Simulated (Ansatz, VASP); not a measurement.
# One calculation of Si, two programs

Contents of POSCAR:

```
Si
1.0
    2.5321100000      0.0000000000      0.0000000000
    0.0000000000      2.5321100000      0.0000000000
    0.0000000000      0.0000000000      2.5321100000
Si
1
Direct
    0.5000000000      0.5000000000      0.5000000000
```

Contents of INCAR.step1:

```
PREC = Accurate
ENCUT = 600
EDIFF = 1E-5
ISMEAR = -1
SIGMA = 0.05
LREAL = F
LASPH = T
NELM = 80
ALGO = Normal
LWAVE = T
LCHARG = F
GGA = PE
NBANDS = 8
```

File INCAR.step2:

```
PREC = Accurate
ENCUT = 600
EDIFF = 1E-7
ISMEAR = -1
SIGMA = 0.05
LREAL = F
LASPH = T
NELM = 80
ALGO = Normal
ISIF = 3
LWAVE = F
LCHARG = F
GGA = PE
LHFCALC = T
AEXX = 1.0
ALDAC = 0.0
AGGAC = 0.0
PRECFOCK = Normal
IBRION = 2
NSW = 60
EDIFFG = -0.01
ISTART = 1
```

KPOINTS

```
regular mesh
0
Gamma
  5 5 5
```

Contents of input:

```
crystal:
  lattice:
    - [2.53211, 0.0, 0.0]
    - [0.0, 2.53211, 0.0]
    - [0.0, 0.0, 2.53211]
  atoms:
    - { symbol: Si, position: [0.5, 0.5, 0.5] }
hamiltonian:
  xc: hf
  pseudopotentials: { kind: paw }
kpoints:
  mp_grid: { grid: [5, 5, 5] }
scf:
  occupations: { method: fermi_dirac, width: 0.05 }
output:
  forces: true
  stress: true
  eigenvalues: true
  write_density: true
  write_potential: true
  elf: true
  volumetric_format: npy
relax:
  f_tol: 0.01
  max_steps: 40
  cell: { stress_tol: 0.05 }
```

The cell was built by a generator and needn't be a form met in nature.

Alike in both runs: task relaxation of cell and atoms; functional HF; k mesh 5 × 5 × 5; occupations fermi-dirac, width 0.05 eV; no spin polarisation.

```csv
,VASP,Ansatz
version,VASP 6.6.1,Ansatz 0.2.0
potentials or method,"VASP PAW PBE potentials, release 64 (Si)",Ansatz PAW
plane-wave cutoff (eV),600,420
valence electrons in the cell,4,4
```

VASP gave:

```
gap on the k mesh at the Fermi level, each at its own relaxed structure (eV) : none
relaxed volume (Å³/atom)                                                     : 17.61
relaxed cell length with the largest relative difference (Å)                 : 2.602
energy change over the relaxation (meV/atom)                                 : -35
```

Problem. What did Ansatz give for the same quantities?

Solution. gap on the k mesh at the Fermi level, each at its own relaxed structure (eV): none; relaxed volume (Å³/atom): 17.85; relaxed cell length with the largest relative difference (Å): 2.613; energy change over the relaxation (meV/atom): -48.

A gap of «none» marks a metal or a gap that the smearing closes. One of these differences is far larger than is usual between the two programs; its cause wasn't traced.

Caveats: the k mesh is coarse (spacing up to 0.50 Å⁻¹), so the values aren't converged, least of all with exact exchange; the PAW data sets were made with another functional, which shifts forces and pressure a little (VASP); the plane-wave basis is chosen anew once the cell has moved, so the energies of steps on either side of that aren't comparable (Ansatz); the PAW data sets come from PBE, with cores solved anew for the run's functional, which leaves a small shift of forces and pressure (Ansatz).
